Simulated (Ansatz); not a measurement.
## Stationary points along a deformation path in Ca

Computed with DFT PBE, scalar-relativistic, plane waves, PAW in Ansatz 0.2.0. The runs took a 420 eV cutoff, a Γ-centred 16×16×16 mesh and Gaussian smearing (0.15 eV). No spin polarisation. Energies are free energies at this smearing, counted from the undisturbed cell; pressure is positive in compression.

The starting cell (as given, not relaxed at this level; it stands at 0.3 GPa; this simple cubic form isn't the usual structure):

```
Ca
1.0
     3.48866    0.00000    0.00000
     0.00000    3.48866    0.00000
     0.00000    0.00000    3.48866
Ca
1
Direct
  0.00000 0.00000 0.00000
```

At fixed volume and fractional coordinates, lengths along (0.577, 0.577, 0.577) are scaled against those across it; ρ is that ratio over its starting value. V = 42.459 Å³/atom. Δσ is the stress along the axis less the mean stress across it (compression positive).

| ρ | ΔE (meV/atom) | Δσ (GPa) | space group |
| --- | --- | --- | --- |
| 0.500 | -381.6 | 0.00 | Im-3m |
| 0.600 | -311.1 | -4.07 | R-3m |
| 0.710 | -170.3 | -4.89 | R-3m |
| 0.850 | -41.6 | -2.85 | R-3m |
| 0.930 | -8.4 | -1.31 | R-3m |
| 1.000 | 0.0 | 0.00 | Pm-3m |
| 1.080 | -9.4 | 1.38 | R-3m |
| 1.200 | -52.0 | 3.16 | R-3m |
| 1.410 | -172.4 | 5.02 | R-3m |
| 1.700 | -334.3 | 4.10 | R-3m |
| 2.000 | -396.5 | 0.00 | Fm-3m |

Question: How does the stress give the slope of the energy, and where is the energy stationary?

Answer: Along the path d ln(length) is 2/3 d ln ρ on the axis and −1/3 d ln ρ across it, so dE/d ln ρ = −(2/3) V Δσ: the energy falls with ρ where Δσ is positive. Δσ vanishes or changes sign at ρ = 0.500 (Im-3m, an end of the scan), at -381.6 meV/atom; at ρ = 1.000 (Pm-3m), a maximum at 0.0 meV/atom; at ρ = 2.000 (Fm-3m, an end of the scan), at -396.5 meV/atom. Pairs of stationary points between two samples would go unseen, and could change a minimum read from distant neighbours into a maximum. At ρ = 0.500, 1.000, 2.000 the cell is cubic, where symmetry alone makes the stress isotropic and the slope zero.

Question: Which shear constant sets the curvature at ρ = 1?

Answer: For a cubic crystal E/V = (2/3) C (ln ρ)² with C = C44, so Δσ = −2C ln ρ. The parabola of Δσ against ln ρ through ρ = 0.930, 1 and 1.080 gives C ≈ -9.0 GPa with the ions clamped, rough because the steps are large. It is negative, so the cubic cell is unstable to this shear.

Question: Is the start the lowest point of the path?

Answer: No: ρ = 2.000 lies 396.5 meV/atom lower, with no sampled rise above the start on the way. Volume and inner coordinates are held, so a relaxed structure there would lie lower still.

In a metal these slopes depend on the k mesh and the smearing.